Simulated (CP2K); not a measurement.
Runs of CP2K 2026.2 on Fe. It takes space group Im-3m (No. 229, cubic). Conventional cell: a = 2.886 Å, b = 2.886 Å, c = 2.886 Å, α = 90.00°, β = 90.00°, γ = 90.00°. Fe (site symmetry m-3m) has 8 Fe at 2.50 Å as nearest neighbours. 

```tsv
task	level	potentials or basis	smearing	EPS_DEFAULT	MIXING METHOD	MIXING ALPHA	NBUFFER	NGRIDS	gap on the mesh (eV)	pressure (GPa)	moment (μB)
band structure	LDA	GTH_POTENTIALS Fe GTH-PADE-q16; TZVP-MOLOPT-PBE-GTH basis	fermi-dirac 0.05 eV	1.0E-10	PULAY_MIXING	0.4	6	5	none	-19.0	2.51
single point	PBE	POTENTIAL_UZH Fe GTH-PBE-q16; TZVP-MOLOPT-PBE-GTH basis	fermi-dirac 0.05 eV	1.0E-10	BROYDEN_MIXING	0.2	10	4	none	-3.4	2.49
single point	PBE	POTENTIAL_UZH Fe GTH-PBE-q16; TZVP-MOLOPT-PBE-GTH basis	gaussian 0.028 eV	1.0E-10	BROYDEN_MIXING	0.2	10	5	none	(a)	2.53
single point	PBEsol	POTENTIAL_UZH Fe GTH-PBE-q16; TZVP-MOLOPT-PBE-GTH basis	fermi-dirac 0.05 eV	1.0E-10	PULAY_MIXING	0.4	6	5	none	-12.2	2.49
band structure	PBEsol	POTENTIAL_UZH Fe GTH-PBE-q16; TZVP-MOLOPT-PBE-GTH basis	fermi-dirac 0.05 eV	1.0E-9	PULAY_MIXING	0.4	6	5	none	-12.2	2.49
band structure	LDA	GTH_POTENTIALS Fe GTH-PADE-q16; TZVP-MOLOPT-PBE-GTH basis	fermi-dirac 0.01 eV	1.0E-9	BROYDEN_MIXING	0.2	10	5	none	-18.6	2.53
band structure	PBE	POTENTIAL_UZH Fe GTH-PBE-q16; TZVP-MOLOPT-PBE-GTH basis	fermi-dirac 0.05 eV	1.0E-9	BROYDEN_MIXING	0.2	10	4	none	-3.4	2.48
band structure	LDA	GTH_POTENTIALS Fe GTH-PADE-q16; TZVP-MOLOPT-PBE-GTH basis	fermi-dirac 0.0259 eV	1.0E-10	PULAY_MIXING	0.4	6	5	none	(b)	2.52
```

Alike in all rows: spin collinear, ferromagnetic start; cell as given; k mesh 13 × 13 × 13.

Question: Fill in the values left out.

Answer: (a) -2.4; (b) -18.8.

Caveats: the basis of atomic orbitals isn't converged, which shifts pressures, moduli and gaps; so large a pressure means that the cell lies far from this level's equilibrium, or that cutoff or potentials fall short (some runs); the potentials were made for another functional, which shifts forces and pressure (some runs).

A k mesh can miss the band edges.

A gap of «none» marks a metal or a gap under the smearing width.

Not every run made on this cell is shown here.
